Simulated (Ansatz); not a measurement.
Consider a crystal of GaSb in space group Pmmm (No. 47), with Ga on 2t and 1c; Sb on 2s and 1e. The guess for GaSb was made by a generator: 4-connected net, two elements alternating.

All numbers below come from Ansatz 0.2.0, DFT PBE, scalar-relativistic, plane waves, PAW. Cutoff 420 eV, Γ-centred mesh, Gaussian smearing, no spin polarisation.

The zero of energy is the elements' standard structures at the same level; no fitted shifts are applied.

Q: Which cell and coordinates does it relax to?

A:

Space group Pmmm (No. 47). a = 4.138 Å, b = 4.207 Å, c = 10.702 Å, α = 90.00°, β = 90.00°, γ = 90.00°
```
atom  site  symmetry       x       y       z
  Ga    2t       mm2  0.5000  0.5000  0.1699
  Ga    1c       mmm  0.0000  0.0000  0.5000
  Sb    2s       mm2  0.5000  0.0000  0.3262
  Sb    1e       mmm  0.0000  0.5000  0.0000
```

Ga on a site of symmetry mm2 has 4 Sb at 2.69–2.75 Å; around Ga on a site of symmetry mmm lie 4 Sb at 2.78 Å; Sb on a site of symmetry mm2 has 4 Ga at 2.69–2.78 Å; Sb on a site of symmetry mmm has 4 Ga at 2.75 Å. Another local minimum with the same sites may exist.

Q: And its energy and gap?

A: The formation energy is +0.17 eV/atom. The gap on the 10×10×4 mesh of the 6-atom cell is 0 eV (a metal). A positive value: parting into the elements would lower its energy.

The last run used Gaussian smearing of 0.10 eV. These runs have no spin–orbit coupling, which can matter for Sb. Symmetry constrained the relaxation, so the result can be a saddle point.
